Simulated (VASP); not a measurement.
## TiC: relaxation of cell and atoms with PBE+D3(BJ)

TiC:

```xyz
2
Lattice="0.0000 2.1500 2.1500 2.1500 0.0000 2.1500 2.1500 2.1500 0.0000" Properties=species:S:1:pos:R:3 pbc="T T T"
Ti    0.0000    0.0000    0.0000
C     2.1500    2.1500    2.1500
```

The cell was built by a generator and needn't be a form met in nature.

```
Program                : VASP 6.6.1
Task                   : relaxation of cell and atoms
Functional             : PBE
Dispersion             : D3(BJ)
Potentials or basis    : VASP PAW PBE potentials, release 64 (Ti_sv, C)
Cutoff                 : 600 eV
k mesh                 : 16 × 16 × 16
Occupations            : methfessel-paxton, width 0.1 eV
Spin                   : no spin polarisation
Further INCAR settings : ALGO = Normal; EDIFF = 1e-07; IBRION = 2; EDIFFG = -0.005; NSW = 40; ISIF = 3
```

The relaxed volume is 9.88 Å³/atom and the relaxed cell is a = 3.035 Å, b = 3.035 Å, c = 3.035 Å, α = 60.00°, β = 60.00°, γ = 60.00°. The space group after relaxing (to 0.05 Å) is Fm-3m (No. 225). The energy gained by relaxing is 0.3 meV/atom. The ionic steps are 3 and the pressure after relaxing is 0.0 GPa. The band gap on the k mesh is none (metal or under the smearing width). The dispersion energy per atom is -0.458 eV.

The path:
```tsv
step	energy change (eV)	largest force (eV/Å)	pressure (GPa)	volume (Å³)
1	0.0000	0.0000	-1.55	19.88
2	0.0005	0.0000	2.14	19.60
3	-0.0006	0.0000	0.01	19.76
```

Final structure:
```
Ti C
1.0
     0.00000    2.14576    2.14576
     2.14576    0.00000    2.14576
     2.14576    2.14576    0.00000
Ti C
1 1
Direct
  0.00000 0.00000 0.00000
  0.50000 0.50000 0.50000
```

Levels at points of the mesh, in eV from the Fermi level:
```csv
k point,band 6,band 7,band 8,band 9,band 10,band 11
"(0.00, 0.00, 0.00)",0.71,0.71,0.71,1.72,1.72,1.72
"(0.50, 0.00, 0.00)",-5.96,-2.97,-2.97,3.04,3.04,4.27
"(0.50, 0.50, 0.00)",-3.44,-1.69,0.00,0.00,2.82,3.66
```

Run time: 4.4 min on 1 thread of AMD EPYC 7R43 64-Core Processor (Zen 3) (shared host), peak memory 0.15 GiB.

Caveat: pairwise dispersion overbinds metals, which lowers pressure and volume.
